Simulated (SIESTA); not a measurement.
The system is KCl (Sylvite).

```
K Cl
1.0
     0.00000    3.14647    3.14647
     3.14647    0.00000    3.14647
     3.14647    3.14647    0.00000
K Cl
1 1
Direct
  0.00000 0.00000 0.00000
  0.50000 0.50000 0.50000
```

Base run:

| Property | Result |
| --- | --- |
| Program | SIESTA 5.4.2 |
| Functional | PBE |
| Potentials or basis | PseudoDojo 0.4 standard (PBE files) |
| Basis | DZP (energy shift 0.003 Ry; two zetas on semicore shells; d shell added on K) |
| Grid cutoff | 800 Ry |
| Energy shift | 0.003 Ry |
| k mesh | 7 × 7 × 7 |
| Occupations | fermi-dirac, width 0.05 eV |
| Spin | no spin polarisation |

Its results: band gap on the k mesh 5.23 eV, direct; pressure 0.7 GPa.

Problem. The run is repeated on the same cell with these changes: functional from PBE to vdW-DF-cx. What comes out?

Solution. Band gap on the k mesh 5.33 eV, direct; pressure 0.0 GPa.

Caveats: the basis of atomic orbitals isn't converged, which shifts pressures, moduli and gaps; an odd mesh through Γ misses points on the zone boundary, where band edges often lie (some runs); the potentials were made for another functional, which shifts forces and pressure (some runs).

Not every run made on this cell is shown here.
